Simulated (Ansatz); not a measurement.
# Dielectric response of BeS (110) films, part 3 of 5

Wanted: ε of zincblende BeS (110) by finite fields on slabs, and the band edges against the vacuum where run.

Ansatz 0.2.0; plane-wave DFT, PBE, Ansatz PAW (the session's first sound run).

So far, gap on the k-mesh (eV): step 2 (relaxation, 10 atoms, units 5) 2.71; step 5 (applied field, field -0.1 V/Å) 2.70; step 7 (field 0.05 V/Å, other threshold, other force threshold) 2.70; step 8 (field -0.05 V/Å, other threshold, other force threshold) 2.70; step 10 (16 atoms, units 8) 2.86.

## (11) The relaxed film, single point, 16 atoms, units 8

The next thickness, treated alike, so that differences show the interior and the faces cancel.

Contents of input.yaml:

```yaml
crystal:
  lattice:
    - [3.44361002, 0.0, 0.0]
    - [0.0, 4.87, 0.0]
    - [0.0, 0.0, 30.0526350853]
  atoms:
    - { symbol: Be, position: [0.5, 0.5569317749, 0.3121510873] }
    - { symbol: S, position: [0.0, 0.750648358, 0.2959703679] }
    - { symbol: Be, position: [0.0, -0.0112848641, 0.3542966031] }
    - { symbol: S, position: [0.5, 0.2393586439, 0.3565396334] }
    - { symbol: Be, position: [0.5, 0.4907460871, 0.4144548393] }
    - { symbol: S, position: [0.0, 0.7424261948, 0.4134956847] }
    - { symbol: Be, position: [0.0, -0.0095686257, 0.4710452866] }
    - { symbol: S, position: [0.5, 0.2407423783, 0.4714918252] }
    - { symbol: Be, position: [0.5, 0.49043138, 0.5289547129] }
    - { symbol: S, position: [0.0, 0.7407423834, 0.5285081746] }
    - { symbol: Be, position: [0.0, -0.0092538978, 0.5855451594] }
    - { symbol: S, position: [0.5, 0.2424262071, 0.586504316] }
    - { symbol: Be, position: [0.5, 0.4887151494, 0.6457033959] }
    - { symbol: S, position: [0.0, 0.7393586619, 0.6434603684] }
    - { symbol: Be, position: [0.0, 0.0569317935, 0.687848913] }
    - { symbol: S, position: [0.5, 0.2506483754, 0.7040296322] }
kpoints:
  mp_grid: { grid: [8, 6, 1] }
hamiltonian:
  xc: pbe
scf:
  occupations: { method: fixed }
  convergence: { dr2_threshold: 1.0e-09 }
efield:
  axis: 3
  dipole_correction: true
  ramp_position: 0.97
  ramp_width: 0.06
output:
  eigenvalues: true
  write_potential: true
  write_density: true
  volumetric_format: npy
  elf: true
```

Started as:

```console
ansatz run input.yaml --threads 8 --pin off --max-ram 12288MiB --backend cpu --events-out ev --progress --plain --runs-dir out
```

Numbers of over 12 decimals in the logs are rounded to 6 here.

The log of the run:

```text
[...]
Crystal: 16 atoms, lattice volume = 503.994 Å³
Basis set: ecut = 420 eV, 9775 PW (Γ)
Bands: 48, of which v1, the nominal top of the filled ones, is band 32 counted from 1 (31 counted from 0)
Symmetry: 2 space group operations
k-points: 20 of 48 (time reversal used)
[...]
k-point 1: bands = [... 28 lower, -1.4864, -1.4788, -1.4106, -1.3083, 2.4194, 2.9915, 3.6705, 3.7880, ... 12 higher]
  k-point 2: bands = [... 28 lower, -1.9467, -1.9392, -1.5553, -1.5257, 2.8979, 3.3414, 3.8326, 3.9053, ... 12 higher]
  k-point 19: bands = [... 28 lower, -2.2209, -2.2209, -1.7171, -1.7171, 3.1293, 3.1293, 4.6649, 4.6649, ... 12 higher]
[key lines of the parts left out:]
SCF converged after 8 iterations
Free energy (F): -7974.423866 eV
Fermi energy:    -1.154024 eV
Dipole field:    D = -0.000001 V/Å  (p = -0.000002 e·Å, saw-weighted, corrected)
Work function:   Φ+ = 6.4745 eV   Φ− = 6.4745 eV
```

Run time: 9.8 s. Hardware: 8 threads of Arm Neoverse V1, shared host; peak memory 1.5 GiB.

The gap is 2.86 eV, with the valence edge 6.47 eV and the conduction edge 3.61 eV under the upper vacuum level.

## (12) Atoms held, 16 atoms, units 8, field 0.1 V/Å

input.yaml, as its differences from that of step 11:

```diff
@@ -28,3 +28,3 @@
   occupations: { method: fixed }
-  convergence: { dr2_threshold: 1.0e-09 }
+  convergence: { dr2_threshold: 1.0e-10 }
 efield:
@@ -34,4 +34,4 @@
   ramp_width: 0.06
+  amplitude: 0.1
 output:
-  eigenvalues: true
   write_potential: true
@@ -39,2 +39 @@
   volumetric_format: npy
-  elf: true
```

The log of the run:

```text
[...]
Crystal: 16 atoms, lattice volume = 503.994 Å³
Basis set: ecut = 420 eV, 9775 PW (Γ)
Bands: 48, of which v1, the nominal top of the filled ones, is band 32 counted from 1 (31 counted from 0)
Symmetry: 2 space group operations
k-points: 20 of 48 (time reversal used)
[...]
k-point 0: bands = [... 28 lower, -1.3893, -1.3006, -1.2223, -1.1368, 2.2211, 2.8323, 3.5395, 3.6240, ... 12 higher]
  k-point 1: bands = [... 28 lower, -1.4979, -1.4898, -1.3834, -1.2858, 2.4119, 2.9946, 3.6285, 3.7523, ... 12 higher]
  k-point 2: bands = [... 28 lower, -1.9343, -1.8902, -1.6219, -1.4545, 2.8870, 3.3437, 3.7853, 3.9363, ... 12 higher]
  k-point 19: bands = [... 28 lower, -2.2712, -2.1601, -1.8118, -1.6205, 3.0198, 3.2376, 4.6444, 4.6673, ... 12 higher]
[key lines of the parts left out:]
SCF converged after 12 iterations
Free energy (F): -7974.429334 eV
Fermi energy:    -1.136752 eV
Dipole field:    D = 0.039270 V/Å  (p = 0.109376 e·Å, saw-weighted, corrected)
```

Wall time 11 s (8 threads); peak memory 1.4 GiB; 87 s of CPU time.

The dipole is 0.109 e·Å, and the gap on the mesh 2.765 eV.

## (13) Single point, 16 atoms, units 8, field -0.1 V/Å

input.yaml, as its differences from that of step 12:

```diff
@@ -34,3 +34,3 @@
   ramp_width: 0.06
-  amplitude: 0.1
+  amplitude: -0.1
 output:
```

The log of the run:

```text
[...]
Crystal: 16 atoms, lattice volume = 503.994 Å³
Basis set: ecut = 420 eV, 9775 PW (Γ)
Bands: 48, of which v1, the nominal top of the filled ones, is band 32 counted from 1 (31 counted from 0)
Symmetry: 2 space group operations
k-points: 20 of 48 (time reversal used)
[...]
k-point 0: bands = [... 28 lower, -1.3893, -1.3006, -1.2223, -1.1368, 2.2211, 2.8323, 3.5395, 3.6240, ... 12 higher]
  k-point 1: bands = [... 28 lower, -1.4979, -1.4898, -1.3834, -1.2858, 2.4119, 2.9946, 3.6285, 3.7523, ... 12 higher]
  k-point 2: bands = [... 28 lower, -1.9343, -1.8902, -1.6219, -1.4545, 2.8870, 3.3437, 3.7853, 3.9363, ... 12 higher]
  k-point 19: bands = [... 28 lower, -2.2712, -2.1601, -1.8118, -1.6205, 3.0198, 3.2376, 4.6444, 4.6673, ... 12 higher]
[key lines of the parts left out:]
SCF converged after 12 iterations
Free energy (F): -7974.429334 eV
Fermi energy:    -1.136752 eV
Dipole field:    D = -0.039270 V/Å  (p = -0.109376 e·Å, saw-weighted, corrected)
```

Run time: 11 s. Hardware: 8 threads; peak memory 1.5 GiB.

The dipole is -0.109 e·Å, and the gap on the mesh 2.765 eV.

## (14) Response with the atoms held, 16 atoms, units 8

This step: plane-wave DFT, PBE, Ansatz PAW; response to a field along the normal, atoms held (Ansatz 0.2.0).

Local field over the applied field, running mean. From the potentials at -0.1 and 0.1 V/Å; running mean over 1.722 Å, taken twice. The local field over applied field by z:

```csv
z (Å),local field over applied field
4.0,1.000
4.5,0.999
5.0,0.997
5.5,0.991
6.0,0.973
6.5,0.929
7.0,0.841
7.5,0.707
8.0,0.540
8.5,0.376
9.0,0.255
9.5,0.190
10.0,0.173
10.5,0.179
11.0,0.187
11.5,0.189
12.0,0.187
12.5,0.185
13.0,0.185
13.5,0.187
14.0,0.189
14.5,0.189
15.0,0.190
15.5,0.190
16.0,0.189
16.5,0.187
17.0,0.186
17.5,0.185
18.0,0.186
18.5,0.189
19.0,0.187
19.5,0.180
20.0,0.173
20.5,0.186
21.0,0.245
21.5,0.361
22.0,0.522
22.5,0.690
23.0,0.829
23.5,0.922
24.0,0.970
24.5,0.989
25.0,0.997
25.5,0.999
```

The induced dipole is that of a conductor 11.80 Å thick.

## (15) Relaxation, 24 atoms, units 12

This step: plane-wave DFT, PBE, Ansatz PAW (Ansatz 0.2.0).

System of this step: BeS (110), 12 units. The cell holds 24 atoms: 12 Be and 12 S. Its edges and angles: a = 3.444 Å, b = 4.870 Å, c = 36.940 Å, α = 90.0°, β = 90.0°, γ = 90.0°. It derives from BeS (zincblende BeS). Vacuum lies along c.

The next thickness, treated alike, so that differences show the interior and the faces cancel.

Contents of input.yaml:

```yaml
crystal:
  lattice:
    - [3.44361002, 0.0, 0.0]
    - [0.0, 4.87, 0.0]
    - [0.0, 0.0, 36.9398551341]
  atoms:
    - { symbol: Be, position: [0.5, 0.5, 0.2436392879] }
    - { symbol: S, position: [0.0, 0.75, 0.2436392879] }
    - { symbol: Be, position: [0.0, 0.0, 0.2902503265] }
    - { symbol: S, position: [0.5, 0.25, 0.2902503265] }
    - { symbol: Be, position: [0.5, 0.5, 0.336861365] }
    - { symbol: S, position: [0.0, 0.75, 0.336861365] }
    - { symbol: Be, position: [0.0, 0.0, 0.3834724036] }
    - { symbol: S, position: [0.5, 0.25, 0.3834724036] }
    - { symbol: Be, position: [0.5, 0.5, 0.4300834422] }
    - { symbol: S, position: [0.0, 0.75, 0.4300834422] }
    - { symbol: Be, position: [0.0, 0.0, 0.4766944807] }
    - { symbol: S, position: [0.5, 0.25, 0.4766944807] }
    - { symbol: Be, position: [0.5, 0.5, 0.5233055193] }
    - { symbol: S, position: [0.0, 0.75, 0.5233055193] }
    - { symbol: Be, position: [0.0, 0.0, 0.5699165578] }
    - { symbol: S, position: [0.5, 0.25, 0.5699165578] }
    - { symbol: Be, position: [0.5, 0.5, 0.6165275964] }
    - { symbol: S, position: [0.0, 0.75, 0.6165275964] }
    - { symbol: Be, position: [0.0, 0.0, 0.663138635] }
    - { symbol: S, position: [0.5, 0.25, 0.663138635] }
    - { symbol: Be, position: [0.5, 0.5, 0.7097496735] }
    - { symbol: S, position: [0.0, 0.75, 0.7097496735] }
    - { symbol: Be, position: [0.0, 0.0, 0.7563607121] }
    - { symbol: S, position: [0.5, 0.25, 0.7563607121] }
kpoints:
  mp_grid: { grid: [8, 6, 1] }
hamiltonian:
  xc: pbe
scf:
  occupations: { method: fixed }
  convergence: { dr2_threshold: 1.0e-09 }
efield:
  axis: 3
  dipole_correction: true
  ramp_position: 0.97
  ramp_width: 0.06
relax:
  f_tol: 0.003
  max_steps: 100
output:
  write_potential: true
  write_density: true
  volumetric_format: npy
```

The log of the run:

```text
[...]
Crystal: 24 atoms, lattice volume = 619.495 Å³
Basis set: ecut = 420 eV, 12037 PW (Γ), exchange–correlation on 48×72×500 points (8 copies of the dense FFT grid, shifted against one another)
Bands: 72, of which v1, the nominal top of the filled ones, is band 48 counted from 1 (47 counted from 0)
Symmetry: 2 space group operations
[...]
- { symbol: Be, position: [-1.1188450832350793e-18, -0.00615227, 0.663010] }
    - { symbol: S, position: [0.500000, 0.245517, 0.663752] }
    - { symbol: Be, position: [0.500000, 0.491803, 0.711918] }
    - { symbol: S, position: [-7.4863746979945585e-19, 0.742449, 0.710117] }
    - { symbol: Be, position: [-2.6480889643815078e-18, 0.060026, 0.746224] }
    - { symbol: S, position: [0.500000, 0.253765, 0.759376] }
[key lines of the parts left out:]
SCF converged after 7 iterations
Free energy (F): -11962.285468 eV
Fermi energy:    0.043584 eV
Dipole field:    D = 0.000000 V/Å  (p = 0.000001 e·Å, saw-weighted, corrected)
Work function:   Φ+ = 6.4555 eV   Φ− = 6.4555 eV
```

The job ended after 79 s (8 threads; peak memory 2.1 GiB; 10 min of CPU time).

The steps of the relaxation:

```csv
step,energy less that of the first step (eV),largest force component (eV/Å)
1,0.0000,1.6739
2,-0.8200,0.8256
3,-1.1148,0.1919
4,-1.1363,0.0385
5,-1.1365,0.0419
6,-1.1371,0.0027
```

The run keeps the 2 symmetry operations that it works with, so distortions that break them were not tested.

The atoms that moved most (Å):

```csv
atom,dx,dy,dz,length
Be1,0.000,0.292,0.374,0.475
Be23,0.000,0.292,-0.374,0.475
S2,0.000,0.018,-0.111,0.113
S24,0.000,0.018,0.111,0.113
Be21,0.000,-0.040,0.080,0.089
Be3,0.000,-0.040,-0.080,0.089
S22,0.000,-0.037,0.014,0.039
S4,0.000,-0.037,-0.014,0.039
```

Running mean over 1.722 Å of the planar mean; the ramp of the sawtooth is left out. Table of electron's electrostatic potential energy less the highest filled level by z:

```csv
z (Å),electron's electrostatic potential energy less the highest filled level (eV)
4,6.46
5,6.45
6,6.44
7,6.22
8,3.19
9,-1.76
10,-3.41
11,-2.85
12,-2.63
13,-2.69
14,-2.71
15,-2.70
16,-2.71
17,-2.70
18,-2.71
19,-2.71
20,-2.70
21,-2.71
22,-2.70
23,-2.71
24,-2.69
25,-2.62
26,-2.89
27,-3.37
28,-1.60
29,3.50
30,6.26
31,6.45
32,6.46
33,6.46
```

The relaxation took 6 steps and lowered the energy by 1.1 eV; the largest force on the free atoms ends at 0.0027 eV/Å.

The gap is 2.83 eV, with the valence edge 6.46 eV and the conduction edge 3.62 eV under the upper vacuum level.

## (16) Side by side

Times are for 8 threads of Arm Neoverse V1, shared host. The runs compared:

```csv
no.,units,gap by band count (eV),"ionisation energy, upper face (eV)","electron affinity, upper face (eV)",time,memory (GiB)
1,5,2.706,6.522,3.815,19 s,0.95
2,8,2.864,6.475,3.611,38 s,1.4
3,12,2.835,6.456,3.621,79 s,2.1
```

The valence density, planar mean (5) oscillates, so the rows of the table below give means over windows of 1 Å about each position, cut where the curve ends. Its maxima inside the range that stand out by 2 % of the span (Å: e/Å³): 9.3: 0.289, 10.4: 0.299, 12.7: 0.289, 14.5: 0.299, 15.6: 0.289. Its minima: 9.8: 0.250, 11.6: 0.247, 13.3: 0.247, 15.1: 0.250.

The runs together. The valence density, planar mean by z; means over each step:

```csv
z (Å),5 (e/Å³),8 (e/Å³),12 (e/Å³)
5,1.4e-5,1.5e-5,1.5e-5
6,3.0e-4,3.1e-4,3.1e-4
7,0.00664,0.00692,0.00707
8,0.104,0.106,0.107
9,0.269,0.268,0.269
10,0.273,0.272,0.272
11,0.282,0.283,0.282
12,0.273,0.275,0.275
13,0.270,0.270,0.270
14,0.287,0.284,0.284
15,0.270,0.269,0.269
16,0.262,0.285,0.285
17,0.0826,0.269,0.271
18,0.00470,0.277,0.277
19,2.1e-4,0.280,0.279
20,1.0e-5,0.274,0.269
21,4.9e-7,0.271,0.286
22,0,0.117,0.269
23,0,0.00802,0.282
24,0,3.6e-4,0.271
```

## (17) The relaxed film, single point, 24 atoms, units 12

The next thickness, treated alike, so that differences show the interior and the faces cancel.

Contents of input.yaml:

```yaml
crystal:
  lattice:
    - [3.44361002, 0.0, 0.0]
    - [0.0, 4.87, 0.0]
    - [0.0, 0.0, 36.9398551341]
  atoms:
    - { symbol: Be, position: [0.5, 0.5600258779, 0.2537763694] }
    - { symbol: S, position: [0.0, 0.7537649214, 0.2406236201] }
    - { symbol: Be, position: [0.0, -0.0081965196, 0.2880818269] }
    - { symbol: S, position: [0.5, 0.2424489685, 0.2898834321] }
    - { symbol: Be, position: [0.5, 0.4938477711, 0.3369897343] }
    - { symbol: S, position: [0.0, 0.7455172027, 0.3362476762] }
    - { symbol: Be, position: [0.0, -0.0066324358, 0.3831034125] }
    - { symbol: S, position: [0.5, 0.2437570471, 0.3833703757] }
    - { symbol: Be, position: [0.5, 0.4938631413, 0.430015156] }
    - { symbol: S, position: [0.0, 0.7439828922, 0.4299036912] }
    - { symbol: Be, position: [0.0, -0.0062889617, 0.4766179504] }
    - { symbol: S, position: [0.5, 0.2439102899, 0.4766815253] }
    - { symbol: Be, position: [0.5, 0.4937110276, 0.5233820495] }
    - { symbol: S, position: [0.0, 0.7439102803, 0.5233184773] }
    - { symbol: Be, position: [0.0, -0.0061368874, 0.5699848436] }
    - { symbol: S, position: [0.5, 0.2439828659, 0.5700963106] }
    - { symbol: Be, position: [0.5, 0.4933675265, 0.6168965865] }
    - { symbol: S, position: [0.0, 0.7437570117, 0.6166296249] }
    - { symbol: Be, position: [0.0, -0.0061522679, 0.6630102645] }
    - { symbol: S, position: [0.5, 0.2455171644, 0.6637523236] }
    - { symbol: Be, position: [0.5, 0.4918034394, 0.7119181719] }
    - { symbol: S, position: [0.0, 0.7424489283, 0.7101165677] }
    - { symbol: Be, position: [0.0, 0.0600258369, 0.7462236299] }
    - { symbol: S, position: [0.5, 0.2537648791, 0.7593763798] }
kpoints:
  mp_grid: { grid: [8, 6, 1] }
hamiltonian:
  xc: pbe
scf:
  occupations: { method: fixed }
  convergence: { dr2_threshold: 1.0e-09 }
efield:
  axis: 3
  dipole_correction: true
  ramp_position: 0.97
  ramp_width: 0.06
output:
  eigenvalues: true
  dos: { projected: true, e_range: [-7, 7] }
  write_potential: true
  write_density: true
  volumetric_format: npy
checkpoint:
  write: end12.run
  compress: false
  write_wavefunctions: false
```

The log of the run:

```text
[...]
Crystal: 24 atoms, lattice volume = 619.495 Å³
Basis set: ecut = 420 eV, 12037 PW (Γ)
Bands: 72, of which v1, the nominal top of the filled ones, is band 48 counted from 1 (47 counted from 0)
Symmetry: 2 space group operations
k-points: 20 of 48 (time reversal used)
[...]
k-point 1: bands = [... 44 lower, -0.2501, -0.2252, -0.1774, -0.1177, 3.5190, 3.8589, 4.3221, 4.7841, ... 20 higher]
  k-point 2: bands = [... 44 lower, -0.6691, -0.6466, -0.3626, -0.3548, 4.0144, 4.3003, 4.6899, 4.9560, ... 20 higher]
  k-point 19: bands = [... 44 lower, -0.9950, -0.9950, -0.5343, -0.5343, 4.3091, 4.3091, 5.6840, 5.6840, ... 20 higher]
[key lines of the parts left out:]
SCF converged after 9 iterations
Free energy (F): -11962.286164 eV
Fermi energy:    0.043630 eV
Dipole field:    D = -0.000000 V/Å  (p = -0.000001 e·Å, saw-weighted, corrected)
Work function:   Φ+ = 6.4554 eV   Φ− = 6.4554 eV
```

The job ended after 23 s (8 threads; peak memory 2.3 GiB).

Running mean over 1.722 Å of the planar mean; the ramp of the sawtooth is left out. Table of electron's electrostatic potential energy less the highest filled level by z:

z (Å), electron's electrostatic potential energy less the highest filled level (eV) and a bar from the least value:
```
        4       6.46 ##############################
        5       6.45 ##############################
        6       6.44 ##############################
        7       6.22 #############################
        8       3.19 ####################
        9      -1.76 #####
       10      -3.41 
       11      -2.85 ##
       12      -2.63 ##
       13      -2.69 ##
       14      -2.71 ##
       15      -2.70 ##
       16      -2.71 ##
       17      -2.70 ##
       18      -2.71 ##
       19      -2.71 ##
       20      -2.70 ##
       21      -2.71 ##
       22      -2.70 ##
       23      -2.71 ##
       24      -2.69 ##
       25      -2.62 ##
       26      -2.89 ##
       27      -3.37 
       28      -1.60 ######
       29       3.50 #####################
       30       6.26 #############################
       31       6.45 ##############################
       32       6.45 ##############################
       33       6.46 ##############################
```

The gap is 2.83 eV, with the valence edge 6.46 eV and the conduction edge 3.62 eV under the upper vacuum level.

## (18) Atoms held, 24 atoms, units 12, field 0.1 V/Å

input.yaml, as its differences from that of step 17:

```diff
@@ -36,3 +36,3 @@
   occupations: { method: fixed }
-  convergence: { dr2_threshold: 1.0e-09 }
+  convergence: { dr2_threshold: 1.0e-10 }
 efield:
@@ -42,5 +42,4 @@
   ramp_width: 0.06
+  amplitude: 0.1
 output:
-  eigenvalues: true
-  dos: { projected: true, e_range: [-7, 7] }
   write_potential: true
@@ -48,5 +47 @@
   volumetric_format: npy
-checkpoint:
-  write: end12.run
-  compress: false
-  write_wavefunctions: false
```

The log of the run:

```text
[...]
Crystal: 24 atoms, lattice volume = 619.495 Å³
Basis set: ecut = 420 eV, 12037 PW (Γ)
Bands: 72, of which v1, the nominal top of the filled ones, is band 48 counted from 1 (47 counted from 0)
Symmetry: 2 space group operations
k-points: 20 of 48 (time reversal used)
[...]
k-point 0: bands = [... 44 lower, -0.1127, -0.0246, 0.0486, 0.1076, 3.2982, 3.6864, 4.1621, 4.6386, ... 20 higher]
  k-point 1: bands = [... 44 lower, -0.2523, -0.2089, -0.1392, -0.0425, 3.4934, 3.8681, 4.3248, 4.7424, ... 20 higher]
  k-point 2: bands = [... 44 lower, -0.6459, -0.6162, -0.4972, -0.2096, 3.9812, 4.3106, 4.6837, 4.9064, ... 20 higher]
  k-point 19: bands = [... 44 lower, -1.0413, -0.8943, -0.6913, -0.3736, 4.1340, 4.4830, 5.6489, 5.6831, ... 20 higher]
[key lines of the parts left out:]
SCF converged after 12 iterations
Free energy (F): -11962.294221 eV
Fermi energy:    0.107587 eV
Dipole field:    D = 0.047069 V/Å  (p = 0.161143 e·Å, saw-weighted, corrected)
```

It took 25 s on 8 threads; peak memory 2.3 GiB; 3.2 min of CPU time.

The dipole is 0.161 e·Å, and the gap on the mesh 2.628 eV.

## (19) Single point, 24 atoms, units 12, field -0.1 V/Å

input.yaml, as its differences from that of step 18:

```diff
@@ -42,3 +42,3 @@
   ramp_width: 0.06
-  amplitude: 0.1
+  amplitude: -0.1
 output:
```

The log of the run:

```text
[...]
Crystal: 24 atoms, lattice volume = 619.495 Å³
Basis set: ecut = 420 eV, 12037 PW (Γ)
Bands: 72, of which v1, the nominal top of the filled ones, is band 48 counted from 1 (47 counted from 0)
Symmetry: 2 space group operations
k-points: 20 of 48 (time reversal used)
[...]
k-point 0: bands = [... 44 lower, -0.1127, -0.0246, 0.0486, 0.1076, 3.2982, 3.6864, 4.1621, 4.6386, ... 20 higher]
  k-point 1: bands = [... 44 lower, -0.2523, -0.2089, -0.1392, -0.0425, 3.4934, 3.8681, 4.3248, 4.7424, ... 20 higher]
  k-point 2: bands = [... 44 lower, -0.6459, -0.6162, -0.4972, -0.2096, 3.9812, 4.3106, 4.6837, 4.9064, ... 20 higher]
  k-point 19: bands = [... 44 lower, -1.0413, -0.8943, -0.6913, -0.3736, 4.1340, 4.4830, 5.6489, 5.6831, ... 20 higher]
[key lines of the parts left out:]
SCF converged after 12 iterations
Free energy (F): -11962.294221 eV
Fermi energy:    0.107586 eV
Dipole field:    D = -0.047069 V/Å  (p = -0.161143 e·Å, saw-weighted, corrected)
```

It took 25 s on 8 threads; peak memory 2.3 GiB; 3.2 min of CPU time.

The dipole is -0.161 e·Å, and the gap on the mesh 2.628 eV.

## (20) Response with the atoms held, 24 atoms, units 12

This step: plane-wave DFT, PBE, Ansatz PAW; response to a field along the normal, atoms held (Ansatz 0.2.0).

Local field over the applied field, running mean. From the potentials at -0.1 and 0.1 V/Å; running mean over 1.722 Å, taken twice. The local field over applied field by z:

```csv
z (Å),local field over applied field
4,1.000
5,0.997
6,0.972
7,0.840
8,0.538
9,0.254
10,0.173
11,0.187
12,0.187
13,0.186
14,0.189
15,0.190
16,0.190
17,0.190
18,0.190
19,0.190
20,0.190
21,0.190
22,0.190
23,0.189
24,0.185
25,0.187
26,0.186
27,0.173
28,0.266
29,0.558
30,0.853
31,0.976
32,0.997
```

The induced dipole is that of a conductor 17.39 Å thick.

[end of part 3 of 5]

[Logs are printed without paths, hosts, clocks, repeated set-up lines and the standing remarks that a program may print on its own settings, such as how far it seeks lower states.]

[Hosts, paths, dates, database ids (printed as entryN), source tags and the programs' standing remarks are cut or masked in the printed files.]

[Maps of the electrostatic potential energy from Ansatz leave out the sawtooth potential of an applied field or a dipole correction, so their vacuum need not be flat; planar profiles and work functions include it.]
